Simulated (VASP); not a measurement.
CdF2: band structure with PBE0

The system is CdF2.

```
Cd F
1.0
     0.00000    2.69400    2.69400
     2.69400    0.00000    2.69400
     2.69400    2.69400    0.00000
Cd F
1 2
Direct
  0.00000 0.00000 0.00000
  0.75000 0.75000 0.75000
  0.25000 0.25000 0.25000
```

```
Program                            : VASP 6.6.1
Task                               : band structure
Functional                         : PBE0
Potentials or basis                : VASP PAW PBE potentials, release 64 (Cd, F)
Cutoff                             : 520 eV
k mesh                             : 6 × 6 × 6
Occupations                        : gaussian, width 0.02 eV
Spin                               : no spin polarisation
Ladder                             : gaps
Grid for exact exchange (PRECFOCK) : Fast
Exchange at q = 0                  : truncated
Further INCAR settings             : ALGO = Normal; EDIFF = 1e-06; NBANDS = 20
```

* Pressure: 2.4 GPa
* Band gap on the k mesh: 5.93 eV, indirect (least direct gap 6.49 eV)
* Band gap along the path: 5.91 eV, indirect (least direct gap 6.49 eV)

Levels at the corners of the path, in eV from the valence-band top:
| point | band 11 | band 12 | band 13 | band 14 | band 15 | band 16 |
| --- | --- | --- | --- | --- | --- | --- |
| Γ | -0.58 | -0.58 | -0.58 | 5.91 | 15.75 | 15.75 |
| X | -0.53 | -0.09 | -0.09 | 11.22 | 12.64 | 14.66 |
| X | -0.53 | -0.09 | -0.09 | 11.22 | 12.64 | 14.66 |
| W | -1.61 | -0.63 | 0.00 | 11.31 | 14.33 | 14.79 |
| W | -1.61 | -0.63 | 0.00 | 11.31 | 14.33 | 14.79 |
| K | -0.99 | -0.36 | -0.22 | 11.18 | 13.79 | 14.01 |
| K | -0.99 | -0.36 | -0.22 | 11.18 | 13.79 | 14.01 |
| Γ | -0.58 | -0.58 | -0.58 | 5.91 | 15.75 | 15.75 |
| Γ | -0.58 | -0.58 | -0.58 | 5.91 | 15.75 | 15.75 |
| L | -1.94 | -0.45 | -0.45 | 10.29 | 12.02 | 17.78 |
| L | -1.94 | -0.45 | -0.45 | 10.29 | 12.02 | 17.78 |
| U | -0.99 | -0.36 | -0.22 | 11.18 | 13.79 | 14.01 |
| U | -0.99 | -0.36 | -0.22 | 11.18 | 13.79 | 14.01 |
| W | -1.61 | -0.63 | 0.00 | 11.31 | 14.33 | 14.79 |
| W | -1.61 | -0.63 | 0.00 | 11.31 | 14.33 | 14.79 |
| L | -1.94 | -0.45 | -0.45 | 10.29 | 12.02 | 17.78 |
| L | -1.94 | -0.45 | -0.45 | 10.29 | 12.02 | 17.78 |
| K | -0.99 | -0.36 | -0.22 | 11.18 | 13.79 | 14.01 |
| U | -0.99 | -0.36 | -0.22 | 11.18 | 13.79 | 14.01 |
| X | -0.53 | -0.09 | -0.09 | 11.22 | 12.64 | 14.66 |

Wall time 29 min on 4 MPI ranks on Intel(R) Xeon(R) Platinum 8259CL CPU @ 2.50GHz (Skylake/Cascade Lake) (shared host), peak memory 0.26 GiB a rank.

Caveat: the PAW data sets were made with another functional, which shifts forces and pressure a little.
